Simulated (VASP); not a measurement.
Here is a VASP 6.6.1 calculation.

Contents of INCAR:

```
SYSTEM = Fe
ALGO = Normal ; AMIX = 0.2
AMIX_MAG = 0.8 ; BMIX = 1E-4
BMIX_MAG = 1E-4 ; DIPOL = 0.5 0.5 0.500
EDIFF = 1E-7 ; ENCUT = 520
ICORELEVEL = 1 ; IDIPOL = 3
ISIF = 2 ; ISMEAR = 1
ISPIN = 2 ; LASPH = .TRUE.
LCHARG = .FALSE. ; LDIPOL = .TRUE.
LMAXMIX = 4 ; LORBIT = 11
LREAL = .FALSE. ; LUSENCCL = .FALSE.
LVACPOTAV = .TRUE. ; LVHAR = .TRUE.
LWAVE = .FALSE. ; MAGMOM = 2.1 2.1 2.1 2.1 2.1 2.1 2.1 2.1 2.1 2.1
NELM = 150 ; PREC = Accurate
SIGMA = 0.1
```

File KPOINTS:

```
k-points
0
G
  14 14 1
  0 0 0
```

Contents of POSCAR:

```
Fe
1.0
    2.7463880000      0.0000000000      0.0000000000
    0.0000000000      2.7463880000      0.0000000000
    0.0000000000      0.0000000000     27.3587460000
Fe
10
Direct
    0.5000000000      0.5000000000      0.2741353700
    0.0000000000      0.0000000000      0.3243275100
    0.5000000000      0.5000000000      0.3745196500
    0.0000000000      0.0000000000      0.4247117900
    0.5000000000      0.5000000000      0.4749039300
    0.0000000000      0.0000000000      0.5250960700
    0.5000000000      0.5000000000      0.5752882100
    0.0000000000      0.0000000000      0.6254803500
    0.5000000000      0.5000000000      0.6756724900
    0.0000000000      0.0000000000      0.7258646300
```

Potentials or basis: VASP PAW LDA potentials, release 64 (Fe).

Command:

```bash
$ cat potpaw_LDA.64/Fe/POTCAR > POTCAR
$ mpirun -np 1 vasp_std > vasp.out
```

Q: Predict the site moments.

A: Fe +2.62, +1.80, +1.92, +1.88, +1.94 μB.

Q: Estimate the largest force.

A: 0.354 eV/Å.

Q: Estimate the work function of the upper face.

A: 4.38 eV.

Q: Estimate the work function of the lower face.

A: 4.38 eV.

Core levels (eV, on the scale of the bands):
```
atom                                                levels
1 Fe  1s -6956.1, 2s -807.8, 2p -688.8, 3s -84.5, 3p -51.2
2 Fe  1s -6956.2, 2s -808.1, 2p -689.0, 3s -84.6, 3p -51.2
3 Fe  1s -6956.3, 2s -808.2, 2p -689.1, 3s -84.7, 3p -51.3
4 Fe  1s -6956.3, 2s -808.2, 2p -689.1, 3s -84.7, 3p -51.3
5 Fe  1s -6956.3, 2s -808.2, 2p -689.1, 3s -84.7, 3p -51.3
6 Fe  1s -6956.3, 2s -808.2, 2p -689.1, 3s -84.7, 3p -51.3
```
